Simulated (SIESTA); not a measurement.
BaTiO3 in SIESTA: convergence with basis size

Crystal: BaTiO3.

```
CELL_PARAMETERS angstrom
3.99980 0.00000 0.00000
0.00000 3.99980 0.00000
0.00000 0.00000 4.01800
ATOMIC_POSITIONS crystal
Ba 0.99557 0.99064 0.00350
Ti 0.50254 0.49192 0.46877
O 0.47922 0.51432 0.00641
O 0.50273 0.00330 0.50938
O 0.01995 0.49981 0.53994
```

The cell isn't the ideal one: all atoms moved at random.

* Program: SIESTA 5.4.2
* Task: single point
* Functional: PBEsol
* Potentials or basis: PseudoDojo 0.4 standard (PBEsol files)
* Basis: SZ (energy shift 0.003 Ry)
* Grid cutoff: 800 Ry
* Energy shift: 0.003 Ry
* k mesh: 5 × 5 × 5
* Occupations: fermi-dirac, width 0.05 eV
* Spin: no spin polarisation

These are the settings of the first run; the series varies basis size, with any setting tied to it.

Hardware: 1 thread of AMD EPYC 7R43 64-Core Processor (Zen 3), on a shared host.

| basis size | energy less the tightest run, at zero smearing (meV/atom) | pressure (GPa) | largest force (eV/Å) | SCF cycles | CPU time (s) | peak memory (GiB) |
| --- | --- | --- | --- | --- | --- | --- |
| SZ | 1617.05 | 2.37 | 1.964 | 12 | 42 | 0.32 |
| SZP | 249.45 | 0.66 | 1.272 | 11 | 120 | 0.48 |
| DZ | 374.75 | -1.50 | 1.428 | 11 | 54 | 0.35 |
| DZP | 42.33 | -0.95 | 1.248 | 10 | 160 | 0.52 |
| DZDP | 24.81 | -0.90 | 1.246 | 10 | 210 | 0.6 |
| TZP | 18.27 | -1.12 | 1.244 | 11 | 210 | 0.57 |
| TZDP | 0.00 | -1.03 | 1.261 | 10 | 270 | 0.66 |

Against the tightest run, the pressure stays within 0.1 GPa from TZP on. Not settled before the last step: the energy (to 1 meV/atom), the largest force (to 0.005 eV/Å). The tightest run that finished is the yardstick and may itself not be fully converged.

Caveat, for the tightest run too: this set's barium file shifts pressures by up to 1 GPa against other sets; the basis of atomic orbitals isn't converged, which shifts pressures, moduli and gaps; forces of over 1 eV/Å show positions far from the minimum, so gaps and moduli don't describe the material at rest.
